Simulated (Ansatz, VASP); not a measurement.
# Ir in VASP and in Ansatz

Contents of INCAR:

```
  PREC = Accurate
  ENCUT = 520
  EDIFF = 1E-6
  ISMEAR = 0
  SIGMA = 0.15
  LREAL = F
  LASPH = T
  NELM = 100
  ALGO = Normal
  ISIF = 2
  LWAVE = F
  LCHARG = F
  GGA = PS
  NBANDS = 10
```

File KPOINTS:

```
regular mesh
0
Gamma
  22 22 22
```

File POSCAR:

```
Ir
1.0
    0.0000000000      1.8429120000      1.7661240000
    1.8429120000      0.0000000000      1.7661240000
    1.8429120000      1.8429120000      0.0000000000
Ir
1
Direct
    0.0000000000      0.0000000000      0.0000000000
```

Input for Ansatz:

```yaml
crystal:
  lattice:
    - [0.0, 1.842912, 1.766124]
    - [1.842912, 0.0, 1.766124]
    - [1.842912, 1.842912, 0.0]
  atoms:
    - { symbol: Ir, position: [0.0, 0.0, 0.0] }
basis:
  ecutwfc: 420
kpoints:
  mp_grid: { grid: [22, 22, 22] }
hamiltonian:
  xc: pbesol
scf:
  occupations: { method: gaussian, width: 0.15 }
output:
  forces: true
  stress: true
  eigenvalues: true
```

Change from the starting cell: strain -0.040 along x and y, -0.080 along z, atoms carried along.

Alike in both runs: task single point; functional PBEsol; k mesh 22 × 22 × 22; occupations gaussian, width 0.15 eV; no spin polarisation.

|  | VASP | Ansatz |
| --- | --- | --- |
| version | VASP 6.6.1 | Ansatz 0.2.0 |
| potentials or method | VASP PAW PBE potentials, release 64 (Ir) | scalar-relativistic, plane waves, PAW |
| plane-wave cutoff (eV) | 520 | 420 |
| valence electrons in the cell | 9 | 17 |

|  | VASP | Ansatz | Ansatz less VASP |
| --- | --- | --- | --- |
| gap on the k mesh at the Fermi level (eV) | none | none | - |
| pressure (GPa) | 94.2 | 91.1 | -3.17 |
| largest component of the traceless stress (GPa) | 16.01 | 15.97 | -0.034 |

A gap of «none» marks a metal or a gap that the smearing closes. With one functional, cell and mesh, what is left measures potentials, basis and numerics. The two sets of potentials don't hold the same shells in valence.

Caveats: the cell as given lies far from equilibrium; so large a pressure means that the cell lies far from this level's equilibrium, or that cutoff or potentials fall short (VASP); the potentials were made for another functional, which shifts forces and pressure (VASP). The runs have no spin-orbit coupling, so splittings on Ir are missing.
